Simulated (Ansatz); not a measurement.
## Carrier properties of LaAlO$_{3}$ under load (space group P4/mmm)

Input:

```
AlLaO3
1.0
    3.76814     0.00000     0.00000
    0.00000     3.76814     0.00000
    0.00000     0.00000     3.78475
La Al O
1 1 3
Cartesian
  1.88407   1.88407   1.89238
  0.00000   0.00000   0.00000
  0.00000   1.88407   0.00000
  1.88407   0.00000   0.00000
  0.00000   0.00000   1.89238
```

These are PBEsol with spin-orbit coupling, rigid bands (plane waves, PAW; Ansatz, a first-principles code) values and carry that method's errors. Condition of this run: uniaxial stress zz = -1 GPa (compression positive) (the target of the relaxation). How the cell was made: cell and atoms relaxed with PBEsol, then loaded as said.

* **band gap**: 3.39 eV
* **electron conductivity mass (300 K, dilute)**: 0.61 (x), 0.61 (y), 0.49 (z) mₑ
* **hole conductivity mass (300 K, dilute)**: 1.20 (x), 1.20 (y), 3.1 (z) mₑ
* **effective density of states N_c (300 K)**: 1.2e19 cm⁻³
* **effective density of states N_v (300 K)**: 2.7e20 cm⁻³
* **density-of-states mass, electrons**: 0.60 mₑ
* **density-of-states mass, holes**: 4.9 mₑ
* **Seebeck coefficient, n-type 1e19 cm⁻³, 300 K**: -251 μV/K
* **best n-type power factor at 300 K for τ = 10 fs (best axis; densities from 1e16 to 1e21 cm⁻³ tried, whether or not they can be reached)**: 5.4 μW/(cm·K²) at 1e20 cm⁻³
* **Seebeck coefficient, p-type 1e19 cm⁻³, 300 K**: 545 μV/K

Rigid bands; masses and Seebeck coefficients take one relaxation time τ for all states and one kind of carrier; polarons and phonon drag are left out.
